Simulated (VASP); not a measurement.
Write the native input for VASP 6.6.1 that does the following.

```
Task                               : single point
Functional                         : PBE0(alpha)
Potentials or basis                : VASP PAW PBE potentials, release 64 (Co, O)
Cutoff                             : 520 eV
k mesh                             : 6 × 6 × 6
Occupations                        : fermi-dirac, width 0.05 eV
Spin                               : collinear spin, ferromagnetic start
Starting moments                   : [2.0, 0.0] μB
Share of exact exchange            : 0.1
Grid for exact exchange (PRECFOCK) : Fast
Exchange at q = 0                  : truncated
Further INCAR settings             : ALGO = Normal; EDIFF = 1e-06
```

The system is CoO.

```xyz
2
Lattice="-1.5080 1.5080 2.1073 1.5080 -1.5080 2.1073 1.5080 1.5080 -2.1073" Properties=species:S:1:pos:R:3 pbc="T T T"
Co    0.0000    0.0000    0.0000
O     0.0000    0.0000    2.1073
```

One way to write it, as run:

POSCAR

```
CoO
1.0
   -1.5080004400      1.5080004400      2.1072503600
    1.5080004400     -1.5080004400      2.1072503600
    1.5080004400      1.5080004400     -2.1072503600
Co O
1 1
Direct
    0.0000000000      0.0000000000      0.0000000000
    0.5000000000      0.5000000000      0.0000000000
```

INCAR.step1

```
SYSTEM = CoO
ALGO = Normal
EDIFF = 1E-5
ENCUT = 520
GGA = PE
ISIF = 2
ISMEAR = -1
ISPIN = 2
LASPH = .True.
LCHARG = .False.
LMAXMIX = 4
LORBIT = 11
LREAL = .False.
LWAVE = .True.
MAGMOM = 2 0
NELM = 150
PREC = Accurate
SIGMA = 0.05
```

INCAR.step2

```
SYSTEM = CoO
AEXX = 0.1
ALGO = Normal
EDIFF = 1E-6
ENCUT = 520
GGA = PE
HFRCUT = -1
ISIF = 2
ISMEAR = -1
ISPIN = 2
ISTART = 1
LASPH = .True.
LCHARG = .False.
LHFCALC = .True.
LMAXMIX = 4
LORBIT = 11
LREAL = .False.
LWAVE = .False.
MAGMOM = 2 0
NELM = 150
PREC = Accurate
PRECFOCK = Fast
SIGMA = 0.05
```

KPOINTS

```
k-points
0
Gamma
  6 6 6
  0 0 0
```

Potentials or basis: VASP PAW PBE potentials, release 64 (Co, O).

Command:

```bash
$ cat potpaw_PBE.64/Co/POTCAR potpaw_PBE.64/O/POTCAR > POTCAR
$ cp INCAR.step1 INCAR
$ mpirun -np 1 vasp_std > vasp.out
$ cp INCAR.step2 INCAR
$ mpirun -np 1 vasp_std > vasp.out
```

Results of the run:

```json
{
  "Pressure": "-1.8 GPa",
  "Band gap on the k mesh": "none (metal or under the smearing width)",
  "Net moment": "3.00 μB per cell",
  "Site moments": "Co +2.67; O +0.29 μB",
  "Valence electrons inside the program's atomic spheres": "Co 7.77; O 5.01"
}
```

Caveat: the k mesh is coarse (spacing up to 0.49 Å⁻¹), so the values aren't converged, least of all with exact exchange; the PAW data sets were made with another functional, which shifts forces and pressure a little; a cell with one magnetic atom can't hold antiferromagnetic order, which such compounds often take.

Run time: 16 min on 1 thread of Intel(R) Xeon(R) 6975P-C (Granite Rapids), with other jobs on the host, peak memory 0.16 GiB.
